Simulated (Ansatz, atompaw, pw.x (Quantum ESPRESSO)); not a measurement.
# From atom to crystal: PAW (atompaw) potential for zirconium (Zr)

```json
{"Element": "zirconium", "Generator": "atompaw 4.2.0.5", "Type": "PAW", "Functional": "PBE", "Relativity": "scalar-relativistic", "Frozen core": "[Ar] 3d10", "Valence charge": "12", "Reference configuration": "4s2 4p6 4d2 5s2 5p0", "Partial waves": "4s (bound): rc 1.70 bohr; 5s (bound): rc 1.74 bohr; 4p (bound): rc 2.10 bohr; 5p (bound, empty): rc 2.50 bohr; 4d (bound): rc 2.50 bohr; 4d channel at 0.55 Ry: rc 2.50 bohr", "Local potential": "vpsmatchnc scheme with l = 3 at 0 Ry, radius 2.05 bohr", "Core correction": "smooth core density matched at 1.75 bohr", "Augmentation charge": "besselshape compensation charge, radius 2.30 bohr; PAW radius 2.50 bohr; waves and projectors: custom polynom2 7 10 vanderbiltortho"}
```

Atomic tests: cutoffs needed: 21 Ry and 50 Ry (the cutoffs (Ry, on a coarse ladder) from which the occupation-weighted sum of valence levels, in a spherical-Bessel basis at the reference potential, stays within 10 and 1 mRy of its value at 400 Ry); ghost test: no extra level below or beside the all-electron valence levels (s, p, d, f tested) (spherical-Bessel basis up to 400 Ry, 20 bohr box); lowest eigenvalue of the overlap operator: 0.07 (s channel).

Crystal test: fcc Zr in pw.x 7.5, no spin, 13³ k-points, Fermi–Dirac smearing 0.01 Ry, cutoffs 60/600 Ry. The reference is all-electron LAPW (Ansatz 0.2.0) with the same functional, mesh and smearing; V0 and B0 come from Birch–Murnaghan fits to the pressures at five volumes. Errors are pseudo minus all-electron; Δ is the rms difference of the E(V) curves that follow from these fits, minima aligned, over ±6 % about the mean V0. Mesh and smearing are coarse, so the numbers serve the comparison and aren't converged zero-temperature values; the lattice is a test structure that the element need not adopt.

```json
{"V (Å³/atom)": "22.068", "P all-electron (GPa)": "5.32", "P pseudo (GPa)": "4.59"}
{"V (Å³/atom)": "22.648", "P all-electron (GPa)": "2.68", "P pseudo (GPa)": "2.01"}
{"V (Å³/atom)": "23.229", "P all-electron (GPa)": "0.31", "P pseudo (GPa)": "-0.32"}
{"V (Å³/atom)": "23.810", "P all-electron (GPa)": "-1.83", "P pseudo (GPa)": "-2.40"}
{"V (Å³/atom)": "24.390", "P all-electron (GPa)": "-3.75", "P pseudo (GPa)": "-4.28"}
```

All-electron: a0 = 4.534 Å (V0 = 23.31 Å³/atom), B0 = 89.0 GPa.

Pseudopotential: mean pressure error (GPa): -0.63; a0 (Å): 4.524; a0 error (%): -0.23; B0 error (%): +0.0; Δ (meV/atom): 3.2. The logarithmic derivative shows an extra or strongly shifted pseudo pole above the reference energy (p near 1.76 Ry).

Question: At the middle volume, how do free energy and pressure move when the wave cutoff is lowered (ecutrho held at 600 Ry)?

Answer:

```json
{"cutoff (Ry)": "27", "shift of F (meV/atom)": "+64.5", "shift of P (GPa)": "-0.73"}
{"cutoff (Ry)": "36", "shift of F (meV/atom)": "+19.2", "shift of P (GPa)": "+0.01"}
{"cutoff (Ry)": "48", "shift of F (meV/atom)": "+5.0", "shift of P (GPa)": "-0.14"}
```

The run at the middle volume (84 k-points, 21 iterations) took about 43 s on one core of a shared host (AMD EPYC 7R43 64-Core Processor, 256 threads, 1004 GiB, load 38).
